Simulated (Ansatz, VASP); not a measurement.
**Two plane-wave programs on Ag**

```
Ag
1.0
     2.85813    0.00000    0.00000
     0.00000    2.85813    0.00000
     0.00000    0.00000    2.85813
Ag
1
Direct
  0.00000 0.00000 0.00000
```

Alike in both runs: task single point; functional PBE; k mesh 13 × 13 × 13; occupations fermi-dirac, width 0.1 eV; no spin polarisation.

```csv
,VASP,Ansatz
version,VASP 6.6.1,Ansatz 0.2.0
potentials or method,"VASP PAW PBE potentials, release 64 (Ag)","plane waves (420 eV) with PAW, scalar-relativistic"
plane-wave cutoff (eV),520,420
valence electrons in the cell,11,19
```

Ansatz gave:

| Item | Value |
| --- | --- |
| pressure (GPa) | -5.5 |

**Question.** Estimate VASP's values.

**Answer.** Pressure (GPa): -5.6.

The two sets of potentials don't hold the same shells in valence.
